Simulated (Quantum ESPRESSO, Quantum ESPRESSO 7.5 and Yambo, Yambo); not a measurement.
# A GW chain in Yambo: P (puckered monolayer)

Aim: the G0W0 gap of P (puckered monolayer) on PBE, step by step.

Method: PBE and many-body steps on it, plane waves, in Quantum ESPRESSO 7.5 and Yambo 5.3.0.

**Experimental background.**

- Gap 1.75 ± 0.04 eV: optical gap, 1L, PL exciton peak; photoluminescence; 263 K; monolayer (mechanically exfoliated monolayer on 275 nm SiO2/Si, nitrogen flow) on SiO2/Si (“Optical Tuning of Exciton and Trion Emissions in Monolayer Phosphorene”, 2015, arxiv:1504.06386).

- Gap 2.2 eV: quasiparticle gap; monolayer (quoted in “Experimental evidence of monolayer arsenene: An exotic two-dimensional semiconducting material”, 2018, arxiv:1812.05978).

- Gap 1 eV: monolayer transport gap from transistor characteristics; field-effect transistor transfer characteristics; monolayer (quoted in “Exceptional and Anisotropic Transport Properties of Photocarriers in Black Phosphorus”, 2015, arxiv:1503.08525).

- Gap 2.102 ± 0.015 eV: optical gap, neutral exciton PL emission energy (mean over flakes); low-temperature micro-photoluminescence; monolayer (exfoliated flakes on Si with about 2 nm native oxide) on Si (“Excitons in atomically thin black phosphorus”, 2016, arxiv:1601.01110).

- Gap 1.67 eV: optical gap from PL emission peak, 1 layer; photoluminescence; monolayer (exfoliated monolayer) (“Infrared fingerprints of few-layer black phosphorus”, 2017, pmc:5227111).

This is a selection; 2 further reports are not listed.

Report form: the programs' logs are mostly left out.

## Step 1: The starting structure

The cell holds 4 atoms: 4 P. Its edges and angles: a = 4.626 Å, b = 3.304 Å, c = 14.000 Å, α = 90.0°, β = 90.0°, γ = 90.0°. Vacuum lies along c.

Coordinates:

```cif
data_structure
_symmetry_space_group_name_H-M 'P 1'
_symmetry_Int_Tables_number 1
_cell_length_a 4.6262
_cell_length_b 3.3044
_cell_length_c 14.0000
_cell_angle_alpha 90.000
_cell_angle_beta 90.000
_cell_angle_gamma 90.000
_cell_volume 214.01
loop_
_atom_site_label
_atom_site_type_symbol
_atom_site_fract_x
_atom_site_fract_y
_atom_site_fract_z
_atom_site_occupancy
P1 P 0.08873 0.00000 0.57527 1
P2 P 0.41127 0.50000 0.57527 1
P3 P 0.58873 0.50000 0.42473 1
P4 P 0.91127 0.00000 0.42473 1
```

The structure was relaxed with PBE. The runs that relaxed it are not among those shown.

## Step 2: Ground state

This step: Quantum ESPRESSO 7.5; DFT, PBE, plane waves, norm-conserving pseudopotentials.

The ground-state density comes first.

File pw.in:

```
&control
  calculation = 'scf'
  prefix = 'x'
  outdir = 'o'
  pseudo_dir = 'pseudo'
/
&system
  ibrav = 0
  nat = 4
  ntyp = 1
  ecutwfc = 36.0
  nbnd = 16
  force_symmorphic = .true.
/
&electrons
  conv_thr = 1e-10
  electron_maxstep = 80
  mixing_beta = 0.5
/
ATOMIC_SPECIES
  P 30.974 P.upf
CELL_PARAMETERS angstrom
  4.6261974460 0.0000000000 0.0000000000
  0.0000000000 3.3043566150 0.0000000000
  0.0000000000 0.0000000000 14.0000000000
ATOMIC_POSITIONS crystal
  P 0.0887347685 0.0000000000 0.5752704305
  P 0.4112652315 0.5000000000 0.5752704305
  P 0.5887347685 0.5000000000 0.4247295489
  P 0.9112652315 0.0000000000 0.4247295489
K_POINTS automatic
  8 10 1 0 0 0
```

On the command line:

```sh
> OMP_NUM_THREADS=1 mpirun -n 4 pw.x -nk 4 -in pw.in > pw.out
```

Run time: 14 s. Hardware: 4 MPI ranks of Arm Neoverse V1, shared host; peak memory 0.32 GiB.

This step gave:

| Quantity | Value |
| --- | --- |
| total energy | -753.6752 eV |
| gap | 0.9068 eV |
| k of the valence top | 0, 0, 0 |
| k of the conduction bottom | 0, 0, 0 |
| least direct gap | 0.9068 eV |

The gap is direct, at Γ.

## Step 3: Bands along the symmetry lines

Levels along a band path, at the cheap level, show where the edges lie and whether the meshes to come will hold them.

File pw.in:

```
&control
  calculation = 'bands'
  prefix = 'x'
  outdir = 'o'
  pseudo_dir = 'pseudo'
/
&system
  ibrav = 0
  nat = 4
  ntyp = 1
  ecutwfc = 36.0
  nbnd = 16
  force_symmorphic = .true.
/
&electrons
  conv_thr = 1e-9
  electron_maxstep = 80
  diago_full_acc = .true.
  diago_thr_init = 5e-6
/
ATOMIC_SPECIES
  P 30.974 P.upf
CELL_PARAMETERS angstrom
  4.6261974460 0.0000000000 0.0000000000
  0.0000000000 3.3043566150 0.0000000000
  0.0000000000 0.0000000000 14.0000000000
ATOMIC_POSITIONS crystal
  P 0.0887347685 0.0000000000 0.5752704305
  P 0.4112652315 0.5000000000 0.5752704305
  P 0.5887347685 0.5000000000 0.4247295489
  P 0.9112652315 0.0000000000 0.4247295489
K_POINTS crystal
  33
  0.00000000 0.00000000 0.00000000 1
  0.06250000 0.00000000 0.00000000 1
  0.12500000 0.00000000 0.00000000 1
  0.18750000 0.00000000 0.00000000 1
  0.25000000 0.00000000 0.00000000 1
  0.31250000 0.00000000 0.00000000 1
  0.37500000 0.00000000 0.00000000 1
  0.43750000 0.00000000 0.00000000 1
  0.50000000 0.00000000 0.00000000 1
  0.50000000 0.06250000 0.00000000 1
  0.50000000 0.12500000 0.00000000 1
  0.50000000 0.18750000 0.00000000 1
  0.50000000 0.25000000 0.00000000 1
  0.50000000 0.31250000 0.00000000 1
  0.50000000 0.37500000 0.00000000 1
  0.50000000 0.43750000 0.00000000 1
  0.50000000 0.50000000 0.00000000 1
  0.43750000 0.50000000 0.00000000 1
  0.37500000 0.50000000 0.00000000 1
  0.31250000 0.50000000 0.00000000 1
  0.25000000 0.50000000 0.00000000 1
  0.18750000 0.50000000 0.00000000 1
  0.12500000 0.50000000 0.00000000 1
  0.06250000 0.50000000 0.00000000 1
  0.00000000 0.50000000 0.00000000 1
  0.00000000 0.43750000 0.00000000 1
  0.00000000 0.37500000 0.00000000 1
  0.00000000 0.31250000 0.00000000 1
  0.00000000 0.25000000 0.00000000 1
  0.00000000 0.18750000 0.00000000 1
  0.00000000 0.12500000 0.00000000 1
  0.00000000 0.06250000 0.00000000 1
  0.00000000 0.00000000 0.00000000 1
```

Wall time 6 s (4 MPI ranks); peak memory 0.25 GiB.

This step gave:

```
gap                        : 0.9068 eV
k of the valence top       : 0, 0, 0
k of the conduction bottom : 0, 0, 0
least direct gap           : 0.9068 eV
```

The gap is 0.907 eV, as in the run before at this level.

Electronic bands along the path, in eV, zero at the top of the highest filled band:

```csv
point,band 7,band 8,band 9,band 10,band 11,band 12,band 13,band 14
Γ,-3.30,-1.73,-1.64,0.00,0.91,1.64,2.65,3.29
halfway,-3.08,-1.94,-1.37,-0.72,1.85,2.10,2.16,3.21
X,-2.51,-2.51,-1.26,-1.26,2.08,2.08,3.63,3.63
halfway,-2.74,-2.74,-1.46,-1.46,2.71,2.71,3.64,3.64
S,-4.55,-4.55,-1.10,-1.10,2.39,2.39,3.81,3.81
halfway,-3.64,-3.64,-1.29,-1.29,1.66,1.66,3.08,3.08
Y,-2.69,-2.69,-1.93,-1.93,1.23,1.23,2.17,2.17
halfway,-3.84,-3.09,-1.59,-0.42,1.27,1.56,3.36,3.50
Γ,-3.30,-1.73,-1.64,0.00,0.91,1.64,2.65,3.29
```

## Step 4: Empty states on the mesh, 4×6×1 mesh, 294 bands

The sums over transitions need many empty states on a uniform mesh; this step solves for them.

File pw.in:

```
&control
  calculation = 'nscf'
  prefix = 'x'
  outdir = 'o'
  pseudo_dir = 'pseudo'
/
&system
  ibrav = 0
  nat = 4
  ntyp = 1
  ecutwfc = 36.0
  nbnd = 294
  force_symmorphic = .true.
/
&electrons
  conv_thr = 1e-9
  electron_maxstep = 80
  diago_full_acc = .true.
  diago_thr_init = 5e-6
/
ATOMIC_SPECIES
  P 30.974 P.upf
CELL_PARAMETERS angstrom
  4.6261974460 0.0000000000 0.0000000000
  0.0000000000 3.3043566150 0.0000000000
  0.0000000000 0.0000000000 14.0000000000
ATOMIC_POSITIONS crystal
  P 0.0887347685 0.0000000000 0.5752704305
  P 0.4112652315 0.5000000000 0.5752704305
  P 0.5887347685 0.5000000000 0.4247295489
  P 0.9112652315 0.0000000000 0.4247295489
K_POINTS automatic
  4 6 1 0 0 0
```

The job ended after 65 s (4 MPI ranks; peak memory 0.76 GiB; 4.3 min of CPU time).

This step gave:

```
gap                                                           : 0.9068 eV
k of the valence top                                          : 0, 0, 0
k of the conduction bottom                                    : 0, 0, 0
least direct gap                                              : 0.9068 eV
k points computed                                             : 12
lowest point of the top converged band, above the valence top : 67.4032 eV
```

On this mesh the gap is 0.907 eV.

## Step 5: Conversion and set-up

This step: Yambo 5.3.0; conversion and set-up on PBE, plane waves, norm-conserving pseudopotentials.

The states are converted to the many-body program's format and the q mesh is built.

On the command line:

```sh
> (cd o/x.save; p2y > p2y.log; mv SAVE ../..); yambo > setup.log
```

The job ended after 1.9 s (1 MPI rank; peak memory 0.24 GiB).

## Step 6: Screening and self-energy, 4×6×1 mesh, 294 bands, screening to 163.3 eV

G0W0 replaces the xc potential by the self-energy, built once from these orbitals. Only a window of levels is corrected, while the sums run over the empty bands that the input names.

This step: G0W0 on PBE, plane waves, norm-conserving pseudopotentials.

File gw3.in:

```
HF_and_locXC
gw0
dyson
ppa
em1d
rim_cut
rim_w
RandQpts= 3000000
RandGvec= 100 RL
CUTGeo= "slab z"
RandGvecW= 9 RL
EXXRLvcs= 36 Ry
VXCRLvcs= 144 Ry
Chimod= "HARTREE"
% BndsRnXp
 1 | 294 |
%
NGsBlkXp= 12 Ry
% LongDrXp
 1 | 1 | 0 |
%
% GbndRnge
 1 | 294 |
%
DysSolver= "n"
ExtendOut
PPAPntXp= 27.21138 eV
% QPkrange
 1 | 1 | 9 | 12 |
%
```

On the command line:

```sh
> OMP_NUM_THREADS=1 mpirun -n 4 yambo -F gw3.in -J gw3 -C gw3 > gw3.log
```

It took 15 min on 4 MPI ranks; peak memory 2.9 GiB.

Numbers from this step:

```
G0W0 gap on the points computed              : 2.031 eV
starting gap on the mesh                     : 0.9068 eV
k of the valence top                         : 0, 0, 0
k of the conduction bottom                   : 0, 0, 0
least direct G0W0 gap on the computed points : 2.031 eV
Z at the valence top                         : 0.7155
Z at the conduction bottom                   : 0.7250
```

The gap on the mesh goes from 0.91 eV to 2.03 eV, a correction of +1.12 eV.

Limits: finite bands, cutoff and mesh. v1 is the top filled band, c1 the lowest empty one. The levels before and after the correction (eV, zero at the valence-band top of each column):

```csv
,conduction bottom,valence top
Kohn-Sham,0.91,0.00
G0W0,2.03,0.00
```

```csv
,level,energy (eV)
Kohn-Sham,Γ v2,-1.639
Kohn-Sham,Γ v1,0.000
Kohn-Sham,Γ c1,0.907
Kohn-Sham,Γ c2,1.643
G0W0,Γ v2,-1.764
G0W0,Γ v1,0.000
G0W0,Γ c1,2.031
G0W0,Γ c2,2.900
```

## Step 7: Where the time went

Times are wall times on the hardware named with each run, good to a factor of about two.

| step | time | share | memory (GiB) |
| --- | --- | --- | --- |
| ground state | 14 s | 1 % | 0.32 |
| bands along the symmetry lines | 6 s | 1 % | 0.25 |
| empty states on the mesh | 65 s | 7 % | 0.76 |
| conversion and set-up | 1.9 s | 0 % | 0.24 |
| screening and self-energy | 15 min | 91 % | 2.9 |

## Step 8: Outcome

| Property | Result |
| --- | --- |
| PBE gap | 0.91 eV, direct |
| G0W0 gap on the mesh | 2.03 eV |
| GW settings | 4×6×1 mesh, 294 bands, screening to 163.3 eV, Godby-Needs plasmon pole |
| known limits | not at the basis limit |

G0W0 moves the gap on the mesh from 0.91 eV to 2.03 eV (+1.12 eV), with Z of 0.72 and 0.72 at the edges. Only 1 of the mesh's irreducible points was corrected, so a valley elsewhere could overtake. The dearest step here is «screening and self-energy». Against experiment, by G0W0@PBE: the direct gap of 2.03 eV lies +0.28 eV from the measured 1.75 ± 0.04 eV (exciton, 263 K, on SiO2/Si, 2015); the gap of 2.03 eV lies −0.17 eV from the measured 2.2 eV (electronic, quoted 2018); the gap of 2.03 eV lies +1.03 eV from the measured 1 eV (transport, quoted 2015); the direct gap of 2.03 eV lies −0.07 eV from the measured 2.102 ± 0.015 eV (exciton, on Si, 2016); the direct gap of 2.03 eV lies +0.36 eV from the measured 1.67 eV (exciton, 2017). An exciton line or allowed optical edge lies below the quasiparticle gap by the binding energy; a forbidden edge can push the onset above it. The computed sheet is free-standing; a substrate or cover screens it further and lowers both gap and binding, while the exciton line moves little. The calculation has static nuclei and no excitons; a measured gap holds zero-point and thermal motion, which mostly lowers it. Bands and cutoff are finite, so the gap is not at the basis limit. The miss can reach some tenths of an eV and take either sign; the mesh is an error of its own. In the G0W0 run levels were corrected at 1 k point alone, so a gap called «on the mesh» is the least over those, and an edge elsewhere would be missed.

[Paths, hosts, dates, memory and timing lines, banners, echoed tables and standing remarks are left out of the program output.]

[Logs are printed without paths, hosts, clocks, repeated set-up lines and the standing remarks that a program may print on its own settings, such as how far it seeks lower states.]

[Runs of the session that timed out or met a known fault of the program may be left out.]

[Hosts, paths, dates, database ids (printed as entryN), source tags and the programs' standing remarks are cut or masked in the printed files.]
